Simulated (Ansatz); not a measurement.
Given:

CsPbI3:
```cif
data_CsI3Pb
_chemical_formula_sum 'Cs1 Pb1 I3'
_space_group_name_H-M_alt 'Pm-3m'
_space_group_IT_number 221
_space_group_name_Hall '-P 4 2 3'
_cell_length_a 6.23832
_cell_length_b 6.23832
_cell_length_c 6.23832
_cell_angle_alpha 90.000
_cell_angle_beta 90.000
_cell_angle_gamma 90.000
loop_
_atom_site_label
_atom_site_type_symbol
_atom_site_symmetry_multiplicity
_atom_site_Wyckoff_symbol
_atom_site_fract_x
_atom_site_fract_y
_atom_site_fract_z
_atom_site_occupancy
Cs1 Cs 1 b 0.50000 0.50000 0.50000 1
Pb1 Pb 1 a 0.00000 0.00000 0.00000 1
I1 I 3 d 0.00000 0.00000 0.50000 1
```

This is the PBEsol-relaxed structure.

Q: All from PBEsol (plane waves, PAW; program Ansatz), unless another level is named. Predict the hole effective mass.

A: 0.11 mₑ (isotropic).

Q: Give the HSE06 gap on the PBEsol cell.

A: 1.67 eV.

Q: And the weight of the valence-edge state by species (Voronoi cells)?

A: I 72 %, Pb 27 %.

This is a known high-temperature phase of the composition, computed here at zero pressure and temperature. The PBEsol relaxation kept the symmetry of its start; of distortions, only those at the zone centre were tested, and some modes there are weakly imaginary. Spin–orbit coupling is left out wherever it is not named.

Potentials: the later of the program's two PAW sets.
